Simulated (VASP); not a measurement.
# SnSe (Pnma) in VASP: settings compared, part 2 of 2

VASP 6.6.1. Earlier steps stand in the parts before.

### 3 Relaxation of cell and atoms, PBE

Input file INCAR:

```
  PREC = Accurate
  ENCUT = 600
  EDIFF = 1E-6
  ISMEAR = 0
  SIGMA = 0.03
  LREAL = F
  LASPH = T
  NELM = 80
  ALGO = Normal
  ISIF = 3
  LWAVE = F
  LCHARG = F
  GGA = PE
  IBRION = 2
  NSW = 90
  EDIFFG = -0.01
  KPAR = 2
```

Input file KPOINTS:

```
regular mesh
0
Gamma
  4 8 8
```

Input file POSCAR:

```
SnSe
1.0
   11.4200000000      0.0000000000      0.0000000000
    0.0000000000      4.1900000000      0.0000000000
    0.0000000000      0.0000000000      4.4600000000
Sn Se
4 4
Direct
    0.1230000000      0.2500000000      0.0910000000
    0.3770000000      0.7500000000      0.5910000000
    0.6230000000      0.2500000000      0.4090000000
    0.8770000000      0.7500000000      0.9090000000
    0.3570000000      0.2500000000      0.0160000000
    0.1430000000      0.7500000000      0.5160000000
    0.8570000000      0.2500000000      0.4840000000
    0.6430000000      0.7500000000      0.9840000000
```

Potentials or basis: VASP PAW PBE potentials, release 64 (Sn_d, Se).

On the command line:

```bash
> cat potpaw_PBE.64/Sn_d/POTCAR potpaw_PBE.64/Se/POTCAR > POTCAR
> mpirun -np 2 vasp_std > vasp.out
```

OUTCAR:

```text
PREC = Accurate
   ENCUT = 600
   EDIFF = 1E-6
   ISMEAR = 0
   LREAL = F
   LASPH = T
   NELM = 80
   ISIF = 3
   GGA = PE
   IBRION = 2
   NSW = 90
   EDIFFG = -0.01

 ion  position               nearest neighbor table
   1  0.123  0.250  0.091-   5 2.69   6 2.83   6 2.83   4 3.60   4 3.60
   2  0.377  0.750  0.591-   6 2.69   5 2.83   5 2.83   3 3.60   3 3.60
   3  0.623  0.250  0.409-   7 2.69   8 2.83   8 2.83   2 3.60   2 3.60
   4  0.877  0.750  0.909-   8 2.69   7 2.83   7 2.83   1 3.60   1 3.60
   5  0.357  0.250  0.016-   1 2.69   2 2.83   2 2.83
   6  0.143  0.750  0.516-   2 2.69   1 2.83   1 2.83
   7  0.857  0.250  0.484-   3 2.69   4 2.83   4 2.83
   8  0.643  0.750  0.984-   4 2.69   3 2.83   3 2.83

  LATTYP: Found a simple orthorhombic cell.
 ALAT       =     4.1900000000
 B/A-ratio  =     1.0644391408
 C/A-ratio  =     2.7255369928

  Lattice vectors:

 A1 = (   0.0000000000,   4.1900000000,   0.0000000000)
 A2 = (   0.0000000000,   0.0000000000,   4.4600000000)
 A3 = (  11.4200000000,   0.0000000000,   0.0000000000)

Analysis of symmetry for initial positions (statically):
=====================================================================
 Subroutine PRICEL returns:
 Original cell was already a primitive cell.

[... 306 lines left out ...]
  free  energy   TOTEN  =       -32.8677411215 eV

  energy  without entropy=      -32.8677411215  energy(sigma->0) =      -32.86774112

[... ionic steps 4 to 33 ...]

--------------------------------------- Ionic step       34  -------------------------------------------

 number of electron      79.9999982 magnetization

------------------------ aborting loop because EDIFF is reached ----------------------------------------
[... 79 lines left out ...]
--------------------------------------- Ionic step       36  -------------------------------------------

 number of electron      79.9999980 magnetization

 Free energy of the ion-electron system (eV)
  ---------------------------------------------------
  ext. energy  EPLUGINS =         0.00000000
  ---------------------------------------------------
  free energy    TOTEN  =       -32.88645052 eV

  energy without entropy =      -32.88645052  energy(sigma->0) =      -32.88645052

 E-fermi :   4.9240     XC(G=0):  -9.4302

 val. band max:        4.7956688884   @ k =   0.0000   0.0000   0.3750
 cond. band min:       5.4860704509   @ k =   0.0000   0.3750   0.0000
 fundamental gap:      0.6904015625
 Fermi energy:         4.9239809982

 k-point     1 :       0.0000    0.0000    0.0000
  band No.  band energies     occupation
      1     -16.4688      2.00000
      2     -16.4613      2.00000
      3     -16.4575      2.00000
      4     -16.4554      2.00000
      5     -16.4550      2.00000
      6     -16.4523      2.00000
[... 1213 lines left out ...]
     47       8.0700      0.00000
     48       8.0700      0.00000

 [... further k-points ...]

------------------------ aborting loop because EDIFF is reached ----------------------------------------

  FORCE on cell =-STRESS in cart. coord.  units (eV):
  Direction    XX          YY          ZZ          XY          YZ          ZX
  --------------------------------------------------------------------------------------
  -------------------------------------------------------------------------------------
  Total        0.0736027     -0.0129552     -0.0203985      0.0000000      0.0000000      0.0000000
  in kB        0.5218768     -0.0918579     -0.1446347      0.0000000      0.0000000      0.0000000
  external PRESSURE =       0.0951280 kB  Pullay stress =       0.0000000 kB
[... 23 lines left out ...]
  FREE ENERGIE OF THE ION-ELECTRON SYSTEM (eV)
  ---------------------------------------------------
  free  energy   TOTEN  =       -32.8864505225 eV

  energy  without entropy=      -32.8864505225  energy(sigma->0) =      -32.88645052

 reached required accuracy - stopping structural energy minimisation
```

CONTCAR:

```text
SnSe
   1.00000000000000
    11.7655890546730184    0.0000000000000000    0.0000000000000000
     0.0000000000000000    4.2064314230927184    0.0000000000000000
     0.0000000000000000    0.0000000000000002    4.5657178180450249
  Sn              Se
     4     4
Direct
     0.1208015304597336    0.2500000000000000    0.1157947034063564
     0.3791984695402664    0.7500000000000000    0.6157947034063564
     0.6208015304597340    0.2500000000000000    0.3842052965936436
     0.8791984695402660    0.7500000000000000    0.8842052965936436
     0.3549336758376267    0.2500000000000000    0.0239117069490542
     0.1450663241623733    0.7500000000000000    0.5239117069490539
     0.8549336758376266    0.2500000000000000    0.4760882930509457
     0.6450663241623734    0.7500000000000000    0.9760882930509461

  0.00000000E+00  0.00000000E+00  0.00000000E+00
  0.00000000E+00  0.00000000E+00  0.00000000E+00
  0.00000000E+00  0.00000000E+00  0.00000000E+00
  0.00000000E+00  0.00000000E+00  0.00000000E+00
  0.00000000E+00  0.00000000E+00  0.00000000E+00
  0.00000000E+00  0.00000000E+00  0.00000000E+00
  0.00000000E+00  0.00000000E+00  0.00000000E+00
  0.00000000E+00  0.00000000E+00  0.00000000E+00
```

Wall time 1.5 h (2 MPI ranks of AMD EPYC 9R45 (Zen 5), shared host); peak memory 0.85 GiB.

What came out:

```yaml
Free_energy: -32.8865 eV
Relaxed_volume: 28.25 Å³/atom
Relaxed_cell: a = 11.766 Å, b = 4.206 Å, c = 4.566 Å, α = 90.00°, β = 90.00°, γ = 90.00°
Space_group_after_relaxing_to_0.05_Å: Pnma (No. 62)
Energy_gained_by_relaxing: 13.9 meV/atom
Ionic_steps: 36
Pressure_after_relaxing: 0.0 GPa
Band_gap_on_the_k_mesh: 0.69 eV, indirect (least direct gap 0.95 eV)
```

Forces in eV/Å, atoms in the order of the input:
```
Sn  -0.001  0.000  0.002
Sn   0.001  0.000  0.002
Sn  -0.001  0.000 -0.002
Sn   0.001  0.000 -0.002
Se   0.002  0.000 -0.002
Se  -0.002  0.000 -0.002
Se   0.002  0.000  0.002
Se  -0.002  0.000  0.002
```

The path:
```
step  energy change (eV)  largest force (eV/Å)  pressure (GPa)  volume (Å³)
   1              0.0000                0.3318            2.42       213.41
   2             -0.0773                0.2142           -0.90       226.09
   3             -0.0926                0.0984           -0.02       222.21
   4             -0.0963                0.0760            0.06       222.29
   5             -0.0989                0.0723            0.19       222.42
   6             -0.1019                0.0532            0.06       223.61
   7             -0.1033                0.0285           -0.19       226.28
   8             -0.1037                0.0303           -0.13       225.49
   9             -0.1047                0.0285            0.07       225.34
  10             -0.1047                0.0312            0.08       225.32
  11             -0.1058                0.0210            0.02       225.85
  12             -0.1060                0.0191           -0.02       226.32
  13             -0.1065                0.0244           -0.02       226.47
  14             -0.1066                0.0310           -0.02       226.57
  15             -0.1072                0.0269           -0.01       226.44
  16             -0.1083                0.0181            0.06       226.05
  17             -0.1086                0.0343            0.22       225.27
  18             -0.1088                0.0255            0.14       225.63
  19             -0.1091                0.0231            0.12       225.73
  20             -0.1096                0.0158            0.04       226.04
  21             -0.1098                0.0301           -0.09       226.64
  22             -0.1099                0.0230           -0.07       226.45
  23             -0.1100                0.0187           -0.04       226.37
  24             -0.1102                0.0120            0.00       226.23
  25             -0.1102                0.0136            0.00       226.19
  26             -0.1103                0.0137            0.02       226.17
  27             -0.1104                0.0178            0.02       226.10
  28             -0.1104                0.0205            0.04       226.08
  29             -0.1105                0.0189            0.01       226.16
  30             -0.1106                0.0156           -0.05       226.40
  31             -0.1108                0.0126           -0.03       226.32
  32             -0.1109                0.0115            0.02       226.07
  33             -0.1110                0.0095            0.03       226.06
  34             -0.1112                0.0039            0.03       226.00
  35             -0.1111                0.0102            0.04       225.88
  36             -0.1113                0.0029            0.01       225.96
```

Final structure:
```xyz
8
Lattice="11.7656 0.0000 0.0000 0.0000 4.2064 0.0000 0.0000 0.0000 4.5657" Properties=species:S:1:pos:R:3 pbc="T T T"
Sn    1.4213    1.0516    0.5287
Sn    4.4615    3.1548    2.8115
Sn    7.3041    1.0516    1.7542
Sn   10.3443    3.1548    4.0370
Se    4.1760    1.0516    0.1092
Se    1.7068    3.1548    2.3920
Se   10.0588    1.0516    2.1737
Se    7.5896    3.1548    4.4565
```

Levels at points of the mesh, in eV from the valence-band top:
| k point | band 38 | band 39 | band 40 | band 41 | band 42 | band 43 |
| --- | --- | --- | --- | --- | --- | --- |
| (0.00, 0.00, 0.00) | -1.08 | -0.62 | -0.43 | 0.84 | 2.79 | 2.99 |
| (0.50, 0.00, 0.00) | -1.68 | -0.47 | -0.47 | 2.53 | 2.53 | 2.70 |
| (0.00, 0.50, 0.00) | -0.88 | -0.80 | -0.80 | 1.14 | 1.14 | 1.25 |
| (0.50, 0.50, 0.00) | -0.96 | -0.96 | -0.96 | 1.43 | 1.43 | 1.43 |
| (0.00, 0.00, 0.50) | -0.72 | -0.20 | -0.20 | 1.28 | 1.28 | 1.66 |
| (0.50, 0.00, 0.50) | -0.42 | -0.23 | -0.23 | 1.28 | 1.28 | 1.71 |
| (0.00, 0.50, 0.50) | -2.10 | -1.25 | -1.25 | 2.64 | 2.64 | 3.05 |
| (0.50, 0.50, 0.50) | -1.42 | -1.42 | -1.42 | 2.56 | 2.56 | 2.56 |

Caveat: spin-orbit coupling is left out, which moves the levels of the heavy elements. A k mesh can miss the band edges.
